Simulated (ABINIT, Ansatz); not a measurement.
# KBr (Fm-3m): from Born charge to LO-TO splitting

How high does the longitudinal optical mode of KBr (Fm-3m) lie, given the transverse one, the Born charge and ε∞?

Program: ABINIT 10.8.3. Level of theory: DFT LDA, scalar-relativistic, plane waves, PseudoDojo norm-conserving pseudopotentials. Results are calculated unless marked as measured.

### Step 1. The relaxed structure

It takes space group Fm-3m (No. 225, cubic). Conventional cell: a = 6.370 Å, b = 6.370 Å, c = 6.370 Å, α = 90.00°, β = 90.00°, γ = 90.00°. Nearest to K lie 6 Br at 3.18 Å. Nearest to Br lie 6 K at 3.18 Å. Farther neighbours and most contacts between anions are not listed.

Structure file:

```
K Br
1.0
    -3.18499    0.00000    3.18499
     0.00000    3.18499    3.18499
    -3.18499    3.18499    0.00000
K Br
1 1
Direct
  0.00000 0.00000 0.00000
  0.50000 0.50000 0.50000
```

This is the cell after its relaxation at this level of theory, not the database cell from which that began.

### Step 2. What the response run gave

A linear-response run on the relaxed cell, with the response to an electric field; only its zone-centre results are used. Cutoff 32 Ha, k mesh 6×6×6.

Numbers of over 12 decimals in the logs are rounded to 6 here.

The log of the run:

```text
[banners, grids, parts of the stress and lines that vanish by symmetry left out]
- input  file    -> dfpt_gamma.abi
- output file    -> dfpt_gamma.abo
- root for input  files -> dfpt_gammai
[...]
DATASET    1 : space group Fm -3 m (#225); Bravais cF (face-center cubic)
[...]
nfft =       91125          nkpt =         112
[...]
DATASET    2 : space group Fm -3 m (#225); Bravais cF (face-center cubic)
[...]
nfft =       91125          nkpt =         112
[...]
== DATASET  1 ==================================================================
[...]
cutoff_energies: {ecut:  32.0, pawecutdg:  -1.0, }
[...]
- 35.00000   7.00000  180309                  znucl, zion, pspdat
[...]
Perturbation : derivative vs k along direction   1
[...]
-ETOT  1  -12.555585137528     -1.256E+01 1.096E+00 0.000E+00
 ETOT  2  -12.609937623093     -5.435E-02 3.847E-02 0.000E+00
 ETOT  3  -12.610505018273     -5.674E-04 3.848E-05 0.000E+00
 ETOT  4  -12.610512986812     -7.969E-06 1.168E-06 0.000E+00
 ETOT  5  -12.610513126152     -1.393E-07 4.691E-08 0.000E+00
[...]
At SCF step   14   max residual=  9.85E-21 < tolwfr=  1.00E-20 =>converged.
[...]
Perturbation : derivative vs k along direction   2
[...]
-ETOT  1  -12.555632760000     -1.256E+01 1.096E+00 0.000E+00
[...]
At SCF step   14   max residual=  9.85E-21 < tolwfr=  1.00E-20 =>converged.
[...]
Perturbation : derivative vs k along direction   3
[...]
-ETOT  1  -12.555585138104     -1.256E+01 1.096E+00 0.000E+00
[...]
At SCF step   14   max residual=  9.85E-21 < tolwfr=  1.00E-20 =>converged.
[...]
1        1       1.3504620418   -0.0000000000
     1        2      -0.6752310209    0.0000000000
     1        3      -0.6752310209    0.0000000000
     2        1      -0.6752310209    0.0000000000
     2        2       1.3504620418   -0.0000000000
     2        3       0.6752310209    0.0000000000
     3        1      -0.6752310209    0.0000000000
     3        2       0.6752310209    0.0000000000
     3        3       1.3504620418    0.0000000000
[...]
== DATASET  2 ==================================================================
[...]
cutoff_energies: {ecut:  32.0, pawecutdg:  -1.0, }
[...]
Perturbation : displacement of atom   1   along direction   1
[...]
-ETOT  1   5.296454     -2.369E+03 7.164E+00 4.014E+02
[...]
At SCF step   12       vres2   =  7.22E-11 < tolvrs=  1.00E-10 =>converged.
[...]
At SCF step    9       vres2   =  5.89E-11 < tolvrs=  1.00E-10 =>converged.
[...]
-ETOT  1  0.547133     -1.753E+01 1.233E+00 1.090E+03
[...]
ETOT  8  7.72595495681467E-02 -2.201E-11 3.469E-12 3.773E-09
 ETOT  9  7.72595495674255E-02 -7.212E-13 1.188E-13 5.661E-11
 At SCF step    9       vres2   =  5.66E-11 < tolvrs=  1.00E-10 =>converged.
[...]
Dielectric tensor, in cartesian coordinates,
[...]
1    4   1    4         2.7659501881        -0.0000000000
   1    4   2    4         0.0000000000        -0.0000000000
   1    4   3    4         0.0000000000        -0.0000000000
   2    4   1    4         0.0000000000        -0.0000000000
   2    4   2    4         2.7659501881        -0.0000000000
   2    4   3    4        -0.0000000000        -0.0000000000
   3    4   1    4         0.0000000000        -0.0000000000
   3    4   2    4        -0.0000000000        -0.0000000000
   3    4   3    4         2.7659501881        -0.0000000000
  Effective charges, in cartesian coordinates,
[...]
1    1   1    4         1.1017137990         0.0000000000
   2    1   1    4         0.0000000000         0.0000000000
   3    1   1    4        -0.0000000000         0.0000000000
   1    2   1    4        -1.1042281902         0.0000000000
   2    2   1    4        -0.0000000000         0.0000000000
[...]
Effective charges, in cartesian coordinates,
[...]
Rigid-atom elastic tensor , in cartesian coordinates,
[...]
Rigid-atom proper piezoelectric tensor, in cartesian coordinates,
[...]
2    4   2    6         0.0000000000         0.0000000000
   2    4   3    6         0.0000000000         0.0000000000
   3    4   1    5         0.0000000000         0.0000000000
   3    4   2    5         0.0000000000         0.0000000000
   3    4   3    5         0.0000000000         0.0000000000
   3    4   1    6         0.0000000000         0.0000000000
   3    4   2    6         0.0000000000         0.0000000000
   3    4   3    6         0.0000000000         0.0000000000
  Phonon wavevector (reduced coordinates) :  0.00000  0.00000  0.00000
 Phonon energies in Hartree :
[...]
Phonon frequencies in cm-1    :
-  3.628009E-01  3.628010E-01  3.628014E-01  1.300461E+02  1.300461E+02
-  1.300461E+02
  Phonon at Gamma, with non-analyticity in the
[...]
Phonon energies in Hartree :
[...]
Phonon frequencies in cm-1    :
-  3.628009E-01  3.628010E-01  3.743360E-01  1.300461E+02  1.300461E+02
-  1.722208E+02
  Phonon at Gamma, with non-analyticity in the
[...]
Phonon energies in Hartree :
[...]
Phonon frequencies in cm-1    :
-  3.628009E-01  3.628014E-01  3.743357E-01  1.300461E+02  1.300461E+02
-  1.722208E+02
  Phonon at Gamma, with non-analyticity in the
[...]
Phonon energies in Hartree :
[...]
Phonon frequencies in cm-1    :
-  3.628010E-01  3.628014E-01  3.743356E-01  1.300461E+02  1.300461E+02
-  1.722208E+02
[...]
fcart2     0.0000000000E+00  0.0000000000E+00  0.0000000000E+00
           strten2     0.0000000000E+00  0.0000000000E+00  0.0000000000E+00
================================================================================
```

| quantity | value |
| --- | --- |
| cell volume Ω (Å³) | 64.618 |
| mass of K (u) | 39.098 |
| mass of Br (u) | 79.904 |
| Born charge of K, raw (e) | 1.102 |
| Born charge of Br, raw (e) | -1.104 |
| ε∞ | 2.766 |
| ω(TO) after the sum rule (cm⁻¹) | 130.1 |

### Step 3. The calculation

The charges must sum to zero over the cell; taking off their mean, -0.001 e, leaves Z* = 1.103 e on K. In the polar mode K moves against Br, so the reduced mass is μ = 39.10 × 79.90 / 119.00 = 26.253 u.

A longitudinal wave builds up a field that adds to the restoring force: ω(LO)² = ω(TO)² + 4π Z*² / (μ Ω ε∞), in Hartree atomic units. With μ = 47855 electron masses and Ω = 436.06 bohr³ the second term is 2.6484e-07 Ha², or 12757 cm⁻² (1 Ha = 219474.6 cm⁻¹).

So ω(LO) = √(16913 + 12757) = 172.3 cm⁻¹, and by the Lyddane-Sachs-Teller relation ε₀ = ε∞ (ω(LO)/ω(TO))² = 4.85.

### Step 4. Check against the program

The analysis program adds the same non-analytic term to the full matrix.

The log of the run:

```text
[banners, grids, parts of the stress and lines that vanish by symmetry left out]
-outvars_anaddb: echo values of input variables ----------------------

 Flags :
[...]
Dielectric Tensor and Effective Charges
[...]
Effective charge tensors after
[...]
Phonon wavevector (reduced coordinates) :  0.00000  0.00000  0.00000
 Phonon energies in Hartree :
[...]
Phonon energies in meV     :
-  0.000000E+00  0.000000E+00  0.000000E+00  1.612354E+01  1.612354E+01
-  1.612354E+01
 Phonon frequencies in cm-1    :
-  0.000000E+00  0.000000E+00  0.000000E+00  1.300451E+02  1.300451E+02
-  1.300451E+02
 Phonon frequencies in Thz     :
-  0.000000E+00  0.000000E+00  0.000000E+00  3.898655E+00  3.898655E+00
-  3.898655E+00
 Phonon energies in Kelvin  :
-  0.000000E+00  0.000000E+00  0.000000E+00  1.871059E+02  1.871059E+02
-  1.871059E+02
[...]
-  1  0.00000000E+00  0.00000000E+00  2.14704940E-03
-     0.00000000E+00  0.00000000E+00  0.00000000E+00
-  2  0.00000000E+00  0.00000000E+00  2.14705112E-03
-     0.00000000E+00  0.00000000E+00  0.00000000E+00
[...]
-  1  0.00000000E+00  2.14704940E-03  0.00000000E+00
-     0.00000000E+00  0.00000000E+00  0.00000000E+00
-  2  0.00000000E+00  2.14705112E-03  0.00000000E+00
-     0.00000000E+00  0.00000000E+00  0.00000000E+00
[...]
-  1  2.14704940E-03  0.00000000E+00  0.00000000E+00
-     0.00000000E+00  0.00000000E+00  0.00000000E+00
-  2  2.14705112E-03  0.00000000E+00  0.00000000E+00
-     0.00000000E+00  0.00000000E+00  0.00000000E+00
[...]
-  1  0.00000000E+00 -1.58244791E-07  3.06935915E-03
-     0.00000000E+00  0.00000000E+00  0.00000000E+00
-  2  0.00000000E+00  0.00000000E+00 -1.50188512E-03
-     0.00000000E+00  0.00000000E+00  0.00000000E+00
[...]
-  1  0.00000000E+00 -3.06935915E-03 -1.58245506E-07
-     0.00000000E+00  0.00000000E+00  0.00000000E+00
-  2  0.00000000E+00  1.50188512E-03  0.00000000E+00
-     0.00000000E+00  0.00000000E+00  0.00000000E+00
[...]
-  1  3.06935915E-03  0.00000000E+00  0.00000000E+00
-     0.00000000E+00  0.00000000E+00  0.00000000E+00
-  2 -1.50188512E-03  0.00000000E+00  0.00000000E+00
-     0.00000000E+00  0.00000000E+00  0.00000000E+00
[...]
-     1          0.000000    -0.000000    -0.000001     0.000001
-     2         -0.000000    -0.000001     0.000000     0.000001
-     3         -0.000001     0.000000     0.000000     0.000001
-     4          0.000042    -0.000076     1.475502     1.475502
-     5          0.000012    -1.475502    -0.000076     1.475502
-     6          1.475502     0.000012    -0.000042     1.475502
[...]
-   1     Real    0.0000E+00  0.0000E+00  0.0000E+00  0.0000E+00  0.0000E+00  0.0000E+00  0.0000E+00
[...]
-  5.163895E+00
 Phonon energies in Kelvin  :
-  0.000000E+00  0.000000E+00  0.000000E+00  1.871059E+02  1.871059E+02
-  2.478279E+02
[...]
-  1  0.00000000E+00  0.00000000E+00  2.14704940E-03
-     0.00000000E+00  0.00000000E+00  0.00000000E+00
-  2  0.00000000E+00  0.00000000E+00  2.14705112E-03
-     0.00000000E+00  0.00000000E+00  0.00000000E+00
[...]
Phonon at Gamma, with non-analyticity in the
[...]
Phonon energies in Hartree :
[...]
Phonon energies in meV     :
-  0.000000E+00  0.000000E+00  0.000000E+00  1.612354E+01  1.612354E+01
-  2.135616E+01
 Phonon frequencies in cm-1    :
-  0.000000E+00  0.000000E+00  0.000000E+00  1.300451E+02  1.300451E+02
-  1.722490E+02
 Phonon frequencies in Thz     :
-  0.000000E+00  0.000000E+00  0.000000E+00  3.898655E+00  3.898655E+00
-  5.163895E+00
 Phonon energies in Kelvin  :
-  0.000000E+00  0.000000E+00  0.000000E+00  1.871059E+02  1.871059E+02
-  2.478279E+02
[...]
Phonon at Gamma, with non-analyticity in the
[...]
Phonon energies in Hartree :
[...]
Phonon energies in meV     :
-  0.000000E+00  0.000000E+00  0.000000E+00  1.612354E+01  1.612354E+01
-  2.135616E+01
 Phonon frequencies in cm-1    :
-  0.000000E+00  0.000000E+00  0.000000E+00  1.300451E+02  1.300451E+02
-  1.722490E+02
 Phonon frequencies in Thz     :
-  0.000000E+00  0.000000E+00  0.000000E+00  3.898655E+00  3.898655E+00
-  5.163895E+00
 Phonon energies in Kelvin  :
-  0.000000E+00  0.000000E+00  0.000000E+00  1.871059E+02  1.871059E+02
-  2.478279E+02
[...]
-  1  2.80748247E-06 -2.14703167E-03 -8.30596125E-06
-     0.00000000E+00  0.00000000E+00  0.00000000E+00
-  2  2.80773205E-06 -2.14703314E-03 -8.30572058E-06
-     0.00000000E+00  0.00000000E+00  0.00000000E+00
[...]
-  1  2.14704672E-03  2.79970810E-06  2.10075907E-06
-     0.00000000E+00  0.00000000E+00  0.00000000E+00
-  2  2.14704819E-03  2.79946308E-06  2.10051349E-06
-     0.00000000E+00  0.00000000E+00  0.00000000E+00
[...]
-  1  3.38933713E-04  1.98095769E-03 -2.31989141E-03
-     0.00000000E+00  0.00000000E+00  0.00000000E+00
-  2 -1.65845532E-04 -9.69313378E-04  1.13515891E-03
-     0.00000000E+00  0.00000000E+00  0.00000000E+00
[...]
-  1  2.48309639E-03 -1.53507340E-03 -9.48022988E-04
-     0.00000000E+00  0.00000000E+00  0.00000000E+00
-  2 -1.21501764E-03  7.51135264E-04  4.63882377E-04
-     0.00000000E+00  0.00000000E+00  0.00000000E+00
[...]
Direction                     Dielectric constant
[...]
Elastic Tensor (clamped ion) (unit:10^2GP):
[...]
Elastic Tensor (relaxed ion) (unit:10^2GP):
[...]
0.0000000  -0.0000000  -0.0000000   0.0000000  19.1840460  -0.0000001
   0.0000000   0.0000000   0.0000000  -0.0000001  -0.0000001  19.1840479
-
```

| quantity | by hand | program |
| --- | --- | --- |
| ω(LO) (cm⁻¹) | 172.3 | 172.2 |
| ε₀ | 4.85 | 4.85 |

### Step 5. Results

```yaml
to_mode: 130.1 cm⁻¹
lo_mode: 172.2 cm⁻¹
static_dielectric_constant: 4.853
```

What this shows: The LO mode of KBr (Fm-3m) lies at 172 cm⁻¹, 42 cm⁻¹ above the TO mode; the formula meets the program within 0.1 cm⁻¹, as it must for a cubic crystal with one polar mode. ω(LO)² − ω(TO)² goes with Z*²/ε∞: an error of 5 % in ε∞ would move the LO mode by 1.8 cm⁻¹, and semilocal functionals tend to overestimate ε∞. These are harmonic values at zero temperature, at the volume of this functional, for the structure held cubic; stability elsewhere in the zone is no part of this calculation.

[Host names and launcher messages were left out of these logs when they were recorded.]

[Logs are printed without paths, hosts, clocks, repeated set-up lines and the standing remarks that a program may print on its own settings, such as how far it seeks lower states.]

[Hosts, paths, dates, database ids (printed as entryN), source tags and the programs' standing remarks are cut or masked in the printed files.]
